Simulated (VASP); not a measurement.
# CoO (P6_3mc) in VASP: a series of runs, part 2 of 2

VASP 6.6.1. Earlier steps stand in the parts before.

## (3) Relaxation of cell and atoms, PBE+U, collinear spin, ferromagnetic start

This run uses another cell than the first one, of 12.30 Å³/atom, 1.172 times its volume.

INCAR reads:

```
SYSTEM = CoO
PREC = Accurate
ENCUT = 600
EDIFF = 1E-7
ISMEAR = 0
SIGMA = 0.03
LREAL = .False.
LASPH = .True.
NELM = 150
ALGO = Normal
ISIF = 3
LWAVE = .False.
LCHARG = .False.
ISPIN = 2
MAGMOM = 3 3 0 0
LORBIT = 11
LMAXMIX = 4
LDAU = .True.
LDAUTYPE = 2
LDAUL = 2 -1
LDAUU = 3.32 0
LDAUJ = 0 0
LDAUPRINT = 1
GGA = PE
IBRION = 2
NSW = 90
EDIFFG = -0.005
AMIX = 0.2
BMIX = 1E-4
AMIX_MAG = 0.8
BMIX_MAG = 1E-4
KPAR = 2
```

KPOINTS reads:

```
regular mesh
0
Gamma
  12 12 6
  0 0 0
```

POSCAR reads:

```
CoO                                     
1.0
    3.2934174337     -0.0000000000      0.0000000000
   -1.6467087168      2.8521831675     -0.0000000000
    0.0000000000      0.0000000000      5.2374042082
  Co              O             
     2     2
Direct
     0.3333333300000021    0.6666666699999979    0.4979775017809965
     0.6666666699999979    0.3333333300000021    0.9979775017809963
     0.6666666699999979    0.3333333300000021    0.3810324982190045
     0.3333333300000021    0.6666666699999979    0.8810324982190046
```

Potentials or basis: VASP PAW PBE potentials, release 64 (Co, O).

The run is started by

```bash
$ cat potpaw_PBE.64/Co/POTCAR potpaw_PBE.64/O/POTCAR > POTCAR
$ mpirun -np 2 vasp_std > vasp.out
```

OUTCAR:

```text
SYSTEM = CoO
   PREC = Accurate
   ENCUT = 600
   EDIFF = 1E-7
   ISMEAR = 0
   LREAL = .False.
   LASPH = .True.
   NELM = 150
   ISIF = 3
   ISPIN = 2
   LORBIT = 11
   GGA = PE
   IBRION = 2
   NSW = 90
   EDIFFG = -0.005
   AMIX = 0.2
   AMIX_MAG = 0.8

 ion  position               nearest neighbor table
   1  0.333  0.667  0.498-   3 2.00   3 2.00   3 2.00   4 2.01
   2  0.667  0.333  0.998-   4 2.00   4 2.00   4 2.00   3 2.01
   3  0.667  0.333  0.381-   1 2.00   1 2.00   1 2.00   2 2.01
   4  0.333  0.667  0.881-   2 2.00   2 2.00   2 2.00   1 2.01

  LATTYP: Found a hexagonal cell.
 ALAT       =     3.2934174337
 C/A-ratio  =     1.5902643117

  Lattice vectors:

 A1 = (   3.2934174337,   0.0000000000,   0.0000000000)
 A2 = (  -1.6467087168,   2.8521831675,   0.0000000000)
 A3 = (   0.0000000000,   0.0000000000,   5.2374042082)

Analysis of symmetry for initial positions (statically):
=====================================================================
 Subroutine PRICEL returns:
 Original cell was already a primitive cell.

 Routine SETGRP: Setting up the symmetry group for a
 hexagonal supercell.

 Subroutine GETGRP returns: Found 12 space group operations
 (whereof  6 operations were pure point group operations)
 out of a pool of 24 trial point group operations.

The static configuration has the point symmetry C_3v.
 The point group associated with its full space group is C_6v.
[... 325 lines left out ...]
  o =  0.9876  v = -0.0046  0.5195  0.0000  0.0028 -0.8545  0.0000  0.0000  0.0000  0.0000  0.0000      0.0000  0.0000  0.0000  0.0000  0.0000  0.0000  0.0000  0.0000  0.0000  0.0000
  o =  0.9889  v = -0.0000 -0.0000  1.0000  0.0000  0.0000  0.0000  0.0000  0.0000  0.0000  0.0000      0.0000  0.0000  0.0000  0.0000  0.0000  0.0000  0.0000  0.0000  0.0000  0.0000

--------------------------------------- Ionic step        3  -------------------------------------------

 number of electron      29.9999993 magnetization       5.9999998

 Free energy of the ion-electron system (eV)
  ---------------------------------------------------
  ext. energy  EPLUGINS =         0.00000000
  ---------------------------------------------------
  free energy    TOTEN  =       -24.37442239 eV

  energy without entropy =      -24.37442239  energy(sigma->0) =      -24.37442239

 E-fermi :   4.9459     XC(G=0): -10.7085

 val. band max:        4.7394315002   @ k =   0.0000   0.0000   0.0000
 cond. band min:       5.4513258905   @ k =   0.0000   0.0000   0.0000
 fundamental gap:      0.7118943904
 Fermi energy:         4.9459344205

 spin component 1

 k-point     1 :       0.0000    0.0000    0.0000
  band No.  band energies     occupation
      1     -13.7906      1.00000
      2     -13.2413      1.00000
      3      -1.3627      1.00000
      4      -1.3627      1.00000
      5      -1.1991      1.00000
      6      -1.0370      1.00000
[... 1226 lines left out ...]
  FREE ENERGIE OF THE ION-ELECTRON SYSTEM (eV)
  ---------------------------------------------------
  free  energy   TOTEN  =       -24.3744223944 eV

  energy  without entropy=      -24.3744223944  energy(sigma->0) =      -24.37442239

 reached required accuracy - stopping structural energy minimisation

 total charge

# of ion       s       p       d       tot
------------------------------------------
    1        0.340   0.402   7.135   7.877
    2        0.340   0.402   7.135   7.877
    3        1.543   3.464   0.000   5.006
    4        1.543   3.464   0.000   5.006
--------------------------------------------------
tot          3.766   7.731  14.270  25.767

 magnetization (x)

# of ion       s       p       d       tot
------------------------------------------
    1        0.020   0.047   2.647   2.714
    2        0.020   0.047   2.647   2.714
    3        0.015   0.166   0.000   0.181
    4        0.015   0.166   0.000   0.181
--------------------------------------------------
tot          0.069   0.426   5.294   5.789
```

OSZICAR:

```text
N       E                     dE             d eps       ncg     rms          rms(c)
DAV:   1     0.271874030682E+03    0.27187E+03   -0.15822E+04  6696   0.178E+03
DAV:   2     0.699396851007E+01   -0.26488E+03   -0.24115E+03  7014   0.363E+02
[... 31 lines left out ...]
DAV:   1    -0.243744524607E+02   -0.32857E-04   -0.72277E-04  7434   0.333E-01    0.404E-02
DAV:   2    -0.243744329807E+02    0.19480E-04   -0.35365E-05  8128   0.746E-02    0.245E-02
DAV:   3    -0.243744240518E+02    0.89290E-05   -0.22424E-05  8824   0.607E-02    0.143E-02
DAV:   4    -0.243744230548E+02    0.99700E-06   -0.13782E-06  9118   0.148E-02    0.903E-03
DAV:   5    -0.243744223878E+02    0.66697E-06   -0.60872E-07  7204   0.841E-03    0.168E-03
DAV:   6    -0.243744223944E+02   -0.65993E-08   -0.77065E-08  3356   0.369E-03
   3 F= -.24374422E+02 E0= -.24374422E+02  d E =-.250142E-04  mag=     6.0000
```

CONTCAR:

```text
CoO
   1.00000000000000
     3.2927607926900646   -0.0000000000000115    0.0000000000000000
    -1.6463803962950523    2.8516144997014536    0.0000000000000000
     0.0000000000000000    0.0000000000000000    5.2343394313466831
  Co              O
     2     2
Direct
     0.3333333300000021    0.6666666699999979    0.4980004910674282
     0.6666666699999979    0.3333333300000021    0.9980004910674282
     0.6666666699999979    0.3333333300000021    0.3810095089325728
     0.3333333300000021    0.6666666699999979    0.8810095089325728

  0.00000000E+00  0.00000000E+00  0.00000000E+00
  0.00000000E+00  0.00000000E+00  0.00000000E+00
  0.00000000E+00  0.00000000E+00  0.00000000E+00
  0.00000000E+00  0.00000000E+00  0.00000000E+00
```

Wall time 1.8 min (2 MPI ranks of Intel Xeon 6975P-C (Granite Rapids), shared host); peak memory 0.3 GiB.

What came out:

```yaml
Free_energy: -24.3744 eV
Relaxed_volume: 12.29 Å³/atom
Relaxed_cell: a = 3.293 Å, b = 3.293 Å, c = 5.234 Å, α = 90.00°, β = 90.00°, γ = 120.00°
Space_group_after_relaxing_to_0.05_Å: P6_3mc (No. 186)
Energy_gained_by_relaxing: 0.0 meV/atom
Ionic_steps: 3
Pressure_after_relaxing: 0.0 GPa
Band_gap_on_the_k_mesh: 0.71 eV, direct
Net_moment: 6.00 μB per cell
Site_moments: Co +2.71; O +0.18 μB
Valence_electrons_inside_the_program's_atomic_spheres: Co 7.88; O 5.01
```

Forces on the atoms (eV/Å):
```
Co   0.000  0.000 -0.002
Co   0.000  0.000 -0.002
O    0.000  0.000  0.002
O    0.000  0.000  0.002
```

Final structure:
```
CELL_PARAMETERS angstrom
3.29276 0.00000 0.00000
-1.64638 2.85161 0.00000
0.00000 0.00000 5.23434
ATOMIC_POSITIONS crystal
Co 0.33333 0.66667 0.49800
Co 0.66667 0.33333 0.99800
O 0.66667 0.33333 0.38101
O 0.33333 0.66667 0.88101
```

Eigenvalues of the final occupation matrices:
| site | spin | trace | eigenvalues |
| --- | --- | --- | --- |
| site 1 d | 1 | 4.90 | 0.97 0.97 0.99 0.99 0.99 |
| site 1 d | 2 | 2.26 | 0.11 0.11 0.12 0.95 0.95 |
| site 2 d | 1 | 4.90 | 0.97 0.97 0.99 0.99 0.99 |
| site 2 d | 2 | 2.26 | 0.11 0.11 0.12 0.95 0.95 |

A k mesh can miss the band edges. The state reached can hang on the start; a lower one may exist.

## (4) Band structure, PBE+U, collinear spin, ferromagnetic start

This run uses another cell than the first one, of 12.29 Å³/atom, 1.170 times its volume.

INCAR reads:

```
ALGO = Normal
AMIX = 0.2
AMIX_MAG = 0.8
BMIX = 1E-4
BMIX_MAG = 1E-4
EDIFF = 1E-7
ENCUT = 520
GGA = PE
ICORELEVEL = 1
ISIF = 2
ISMEAR = 0
ISPIN = 2
KPAR = 2
LASPH = T
LCHARG = F
LDAU = T
LDAUJ = 0 0
LDAUL = 2 -1
LDAUPRINT = 1
LDAUTYPE = 2
LDAUU = 3.32 0
LMAXMIX = 4
LORBIT = 11
LREAL = F
LWAVE = F
MAGMOM = 3 3 0 0
NBANDS = 27
NELM = 150
PREC = Accurate
SIGMA = 0.03
```

KPOINTS reads:

```
k-points
0
Gamma
  12 12 6
```

POSCAR reads:

```
CoO                                     
1.0
    3.2927607927     -0.0000000000      0.0000000000
   -1.6463803963      2.8516144997      0.0000000000
    0.0000000000      0.0000000000      5.2343394313
  Co              O             
     2     2
Direct
     0.3333333300000021    0.6666666699999979    0.4980004910674282
     0.6666666699999979    0.3333333300000021    0.9980004910674282
     0.6666666699999979    0.3333333300000021    0.3810095089325728
     0.3333333300000021    0.6666666699999979    0.8810095089325728
```

KPOINTS_OPT reads:

```
explicit points
186
Reciprocal
 0.0000000000  0.0000000000  0.0000000000 1
 0.0263157895  0.0000000000  0.0000000000 1
 0.0526315789  0.0000000000  0.0000000000 1
 0.0789473684  0.0000000000  0.0000000000 1
 0.1052631579  0.0000000000  0.0000000000 1
 0.1315789474  0.0000000000  0.0000000000 1
[... 178 lines left out ...]
 0.5000000000  0.0000000000  0.5000000000 1
 0.5000000000  0.0000000000  0.0000000000 1
```

Potentials or basis: VASP PAW PBE potentials, release 64 (Co, O).

The run is started by

```bash
$ cat potpaw_PBE.64/Co/POTCAR potpaw_PBE.64/O/POTCAR > POTCAR
$ mpirun -np 2 vasp_std > vasp.out
```

OUTCAR:

```text
AMIX = 0.2
   AMIX_MAG = 0.8
   EDIFF = 1E-7
   ENCUT = 520
   GGA = PE
   ISIF = 2
   ISMEAR = 0
   ISPIN = 2
   LASPH = T
   LORBIT = 11
   LREAL = F
   NELM = 150
   PREC = Accurate

 ion  position               nearest neighbor table
   1  0.333  0.667  0.498-   3 2.00   3 2.00   3 2.00   4 2.00
   2  0.667  0.333  0.998-   4 2.00   4 2.00   4 2.00   3 2.00
   3  0.667  0.333  0.381-   1 2.00   1 2.00   1 2.00   2 2.00
   4  0.333  0.667  0.881-   2 2.00   2 2.00   2 2.00   1 2.00

  LATTYP: Found a hexagonal cell.
 ALAT       =     3.2927607927
 C/A-ratio  =     1.5896506794

  Lattice vectors:

 A1 = (   3.2927607927,   0.0000000000,   0.0000000000)
 A2 = (  -1.6463803963,   2.8516144997,   0.0000000000)
 A3 = (   0.0000000000,   0.0000000000,   5.2343394313)

Analysis of symmetry for initial positions (statically):
=====================================================================
 Subroutine PRICEL returns:
 Original cell was already a primitive cell.

 Routine SETGRP: Setting up the symmetry group for a
 hexagonal supercell.

 Subroutine GETGRP returns: Found 12 space group operations
 (whereof  6 operations were pure point group operations)
 out of a pool of 24 trial point group operations.

The static configuration has the point symmetry C_3v.
 The point group associated with its full space group is C_6v.

Analysis of symmetry for dynamics (positions and initial velocities):
=====================================================================
 Subroutine PRICEL returns:
 Original cell was already a primitive cell.

 Routine SETGRP: Setting up the symmetry group for a
 hexagonal supercell.

 Subroutine GETGRP returns: Found 12 space group operations
 (whereof  6 operations were pure point group operations)
 out of a pool of 24 trial point group operations.

The dynamic configuration has the point symmetry C_3v.
 The point group associated with its full space group is C_6v.

[... 253 lines left out ...]
 k-point     1 :       0.0000    0.0000    0.0000
  band No.  band energies     occupation
      1     -13.7893      1.00000
      2     -13.2398      1.00000
      3      -1.3615      1.00000
      4      -1.3615      1.00000
      5      -1.1977      1.00000
      6      -1.0359      1.00000
[... 262 lines left out ...]
 k-point    10 :       0.2500    0.0833    0.0000
  band No.  band energies     occupation
      1     -13.4770      1.00000
      2     -13.1342      1.00000
      3      -1.4943      1.00000
      4      -1.0857      1.00000
      5      -1.0003      1.00000
      6      -0.7840      1.00000
      7      -0.5635      1.00000
      8      -0.2283      1.00000
      9       0.7450      1.00000
     10       1.0287      1.00000
     11       1.2643      1.00000

 Fermi energy:         4.8594330889

 spin component 2

 k-point     1 :       0.0000    0.0000    0.0000
  band No.  band energies     occupation
      1     -13.4322      1.00000
      2     -12.7798      1.00000
      3      -0.4384      1.00000
      4       1.1419      1.00000
      5       1.1419      1.00000
      6       1.3962      1.00000
[... 709 lines left out ...]
     26      19.5814      0.00000
     27      21.3334      0.00000

 [... further k-points ...]

------------------------ aborting loop because EDIFF is reached ----------------------------------------

  FORCE on cell =-STRESS in cart. coord.  units (eV):
  Direction    XX          YY          ZZ          XY          YZ          ZX
  --------------------------------------------------------------------------------------
  -------------------------------------------------------------------------------------
  Total        0.0654917      0.0654917      0.0481250      0.0000000     -0.0000000      0.0000000
  in kB        2.1349329      2.1349329      1.5688030      0.0000000     -0.0000000      0.0000000
  external PRESSURE =       1.9462230 kB  Pullay stress =       0.0000000 kB

 VOLUME and BASIS-vectors are now :
 -----------------------------------------------------------------------------
  energy-cutoff  :      520.00
  volume of cell :       49.15
      direct lattice vectors                 reciprocal lattice vectors
     3.292760793  0.000000000  0.000000000     0.303696522  0.175339268  0.000000000
    -1.646380396  2.851614500  0.000000000     0.000000000  0.350678537  0.000000000
     0.000000000  0.000000000  5.234339431     0.000000000  0.000000000  0.191046074

 POSITION                                       TOTAL-FORCE (eV/Angst)
 -----------------------------------------------------------------------------------
     -0.00000      1.90108      2.60670        -0.000000     -0.000000     -0.002106
      1.64638      0.95054      5.22387         0.000000     -0.000000     -0.002106
      1.64638      0.95054      1.99433         0.000000     -0.000000      0.002106
     -0.00000      1.90108      4.61150        -0.000000      0.000000      0.002106
 -----------------------------------------------------------------------------------
    total drift:                                0.000004     -0.000003     -0.000115

  FREE ENERGIE OF THE ION-ELECTRON SYSTEM (eV)
  ---------------------------------------------------
  free  energy   TOTEN  =       -24.3701307471 eV

  energy  without entropy=      -24.3701307471  energy(sigma->0) =      -24.37013075

 total charge

# of ion       s       p       d       tot
------------------------------------------
    1        0.340   0.402   7.135   7.877
    2        0.340   0.402   7.135   7.877
    3        1.546   3.462   0.000   5.008
    4        1.546   3.462   0.000   5.008
--------------------------------------------------
tot          3.773   7.727  14.270  25.771

 magnetization (x)

# of ion       s       p       d       tot
------------------------------------------
    1        0.020   0.047   2.647   2.714
    2        0.020   0.047   2.647   2.714
    3        0.015   0.166   0.000   0.181
    4        0.015   0.166   0.000   0.181
--------------------------------------------------
tot          0.069   0.426   5.294   5.789
```

stdout:

```text
POSCAR found type information on POSCAR CoO
 POSCAR found :  2 types and       4 ions
 scaLAPACK will be used
 LDA part: xc-table for (Slater+PW92), standard interpolation
 POSCAR, INCAR and KPOINTS ok, starting setup
 FFT: planning ... GRIDC
 FFT: planning ... GRID_SOFT
 FFT: planning ... GRID
 WAVECAR not read
 entering main loop
 Start KPOINTS_OPT (optional k-point list driver)
k-point batch [1-76\186]
k-point batch [77-152\186]
k-point batch [153-186\186]
```

Wall time 82 s (2 MPI ranks of Intel Xeon 6975P-C (Granite Rapids), shared host); peak memory 0.36 GiB.

Results:

```yaml
Free_energy: -24.3701 eV
Pressure: 0.2 GPa
Band_gap_on_the_k_mesh: 0.71 eV, direct
Band_gap_along_the_path: 0.71 eV, direct
Net_moment: 6.00 μB per cell
Site_moments: Co +2.71; O +0.18 μB
Valence_electrons_inside_the_program's_atomic_spheres: Co 7.88; O 5.01
```

Forces in eV/Å, atoms in the order of the input:
```
Co   0.000  0.000 -0.002
Co   0.000  0.000 -0.002
O    0.000  0.000  0.002
O    0.000  0.000  0.002
```

Levels at the corners of the path, in eV from the valence-band top:
Spin up:
```csv
point,band 16,band 17,band 18,band 19,band 20,band 21
Γ,-0.17,0.00,0.00,0.71,5.70,7.64
M,-2.14,-0.83,-0.82,5.99,6.37,7.46
M,-2.14,-0.83,-0.82,5.99,6.37,7.46
K,-1.40,-1.38,-1.38,7.46,7.55,7.91
K,-1.40,-1.38,-1.38,7.46,7.55,7.91
Γ,-0.17,0.00,0.00,0.71,5.70,7.64
Γ,-0.17,0.00,0.00,0.71,5.70,7.64
A,-0.35,-0.35,-0.35,3.25,3.25,10.38
A,-0.35,-0.35,-0.35,3.25,3.25,10.38
L,-1.44,-1.19,-1.19,5.71,5.71,8.36
L,-1.44,-1.19,-1.19,5.71,5.71,8.36
H,-2.06,-1.18,-1.18,7.47,7.47,8.18
H,-2.06,-1.18,-1.18,7.47,7.47,8.18
A,-0.35,-0.35,-0.35,3.25,3.25,10.38
L,-1.44,-1.19,-1.19,5.71,5.71,8.36
M,-2.14,-0.83,-0.82,5.99,6.37,7.46
K,-1.40,-1.38,-1.38,7.46,7.55,7.91
H,-2.06,-1.18,-1.18,7.47,7.47,8.18
```
Spin down:
| point | band 9 | band 10 | band 11 | band 12 | band 13 | band 14 | band 15 | band 16 |
| --- | --- | --- | --- | --- | --- | --- | --- | --- |
| Γ | -1.76 | -1.76 | -0.90 | -0.90 | 1.38 | 2.42 | 3.44 | 3.44 |
| M | -1.23 | -1.12 | -1.07 | -0.63 | 1.74 | 2.07 | 2.56 | 2.82 |
| M | -1.23 | -1.12 | -1.07 | -0.63 | 1.74 | 2.07 | 2.56 | 2.82 |
| K | -1.25 | -0.83 | -0.83 | -0.72 | 1.56 | 1.96 | 2.50 | 2.50 |
| K | -1.25 | -0.83 | -0.83 | -0.72 | 1.56 | 1.96 | 2.50 | 2.50 |
| Γ | -1.76 | -1.76 | -0.90 | -0.90 | 1.38 | 2.42 | 3.44 | 3.44 |
| Γ | -1.76 | -1.76 | -0.90 | -0.90 | 1.38 | 2.42 | 3.44 | 3.44 |
| A | -1.25 | -1.25 | -1.25 | -1.25 | 2.95 | 2.95 | 3.86 | 3.86 |
| A | -1.25 | -1.25 | -1.25 | -1.25 | 2.95 | 2.95 | 3.86 | 3.86 |
| L | -1.14 | -1.14 | -0.84 | -0.84 | 1.94 | 1.94 | 3.13 | 3.13 |
| L | -1.14 | -1.14 | -0.84 | -0.84 | 1.94 | 1.94 | 3.13 | 3.13 |
| H | -0.97 | -0.97 | -0.84 | -0.84 | 1.72 | 1.72 | 2.72 | 2.72 |
| H | -0.97 | -0.97 | -0.84 | -0.84 | 1.72 | 1.72 | 2.72 | 2.72 |
| A | -1.25 | -1.25 | -1.25 | -1.25 | 2.95 | 2.95 | 3.86 | 3.86 |
| L | -1.14 | -1.14 | -0.84 | -0.84 | 1.94 | 1.94 | 3.13 | 3.13 |
| M | -1.23 | -1.12 | -1.07 | -0.63 | 1.74 | 2.07 | 2.56 | 2.82 |
| K | -1.25 | -0.83 | -0.83 | -0.72 | 1.56 | 1.96 | 2.50 | 2.50 |
| H | -0.97 | -0.97 | -0.84 | -0.84 | 1.72 | 1.72 | 2.72 | 2.72 |

Eigenvalues of the final occupation matrices:
| site | spin | trace | eigenvalues |
| --- | --- | --- | --- |
| site 1 d | 1 | 4.90 | 0.97 0.97 0.99 0.99 0.99 |
| site 1 d | 2 | 2.26 | 0.11 0.11 0.12 0.95 0.95 |
| site 2 d | 1 | 4.90 | 0.97 0.97 0.99 0.99 0.99 |
| site 2 d | 2 | 2.26 | 0.11 0.11 0.12 0.95 0.95 |

Core levels (eV, on the scale of the bands):
| atom | levels |
| --- | --- |
| 1 Co | 1s -7580.4, 2s -886.6, 2p -757.5, 3s -90.0, 3p -53.2 |
| 2 Co | 1s -7580.4, 2s -886.6, 2p -757.5, 3s -90.0, 3p -53.2 |
| 3 O | 1s -500.7 |
| 4 O | 1s -500.7 |

The state reached can hang on the start; a lower one may exist.
